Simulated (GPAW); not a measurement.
## Si in GPAW: convergence with basis set

Input of the first run (basis set lcao:sz(dzp)); the others differ in this setting and in those tied to it:

File run.py:

```python
from ase.dft.bandgap import bandgap
from ase.io import read, write
from gpaw import GPAW

atoms = read('Si.xyz')

calc = GPAW(mode='lcao',
            h=0.16,
            basis='sz(dzp)',
            xc='RPBE',
            kpts={'size': (8, 8, 8), 'gamma': True},
            occupations={'name': 'fermi-dirac', 'width': 0.05},
            convergence={'density': 1e-05, 'energy': 1e-05},
            maxiter=100,
            txt='gpaw.txt')
atoms.calc = calc
energy = atoms.get_potential_energy()
forces = atoms.get_forces()
calc.write('gs.gpw')
write('result.traj', atoms)
print(f'Energy: {energy:.6f} eV')
print('Forces (eV/A):')
print(forces.round(4))
print('Fermi level:', round(calc.get_fermi_level(), 4), 'eV')
print(f'Gap: {bandgap(calc)[0]:.4f} eV, direct: {bandgap(calc, direct=True)[0]:.4f} eV')
```

File Si.xyz:

```xyz
2
Lattice="0.0000000000 2.7218511865 2.7218511865 2.7218511865 0.0000000000 2.7218511865 2.7218511865 2.7218511865 0.0000000000" Properties=species:S:1:pos:R:3 pbc="T T T"
Si     2.7218511865      2.7218511865      2.7218511865
Si     4.0827767798      4.0827767798      4.0827767798
```

Potentials or basis: the program's PAW data sets (release 1.2.1) made for this functional, lcao:sz(dzp).

The run is started by

```bash
$ OMP_NUM_THREADS=1 python run.py
```

Hardware: 1 thread of Arm Neoverse V1, with other jobs on the host.

```csv
basis set,"energy less the tightest run, at zero smearing (meV/atom)",gap on the mesh (eV),SCF cycles,CPU time (s),peak memory (GiB)
lcao:sz(dzp),749.61,1.755,7,20,0.15
lcao:szp(dzp),279.90,1.001,7,76,0.17
lcao:dz(dzp),535.24,1.174,8,30,0.16
lcao:dzp,94.75,0.739,8,98,0.17
fd,1.09,0.682,10,19,0.21
pw,0.00,0.682,9,9.8,0.14
```

Against the tightest run, the gap on the mesh stays within 0.01 eV from fd on. Not settled before the last step: the energy (to 1 meV/atom). The tightest run that finished is the yardstick and may itself not be fully converged.
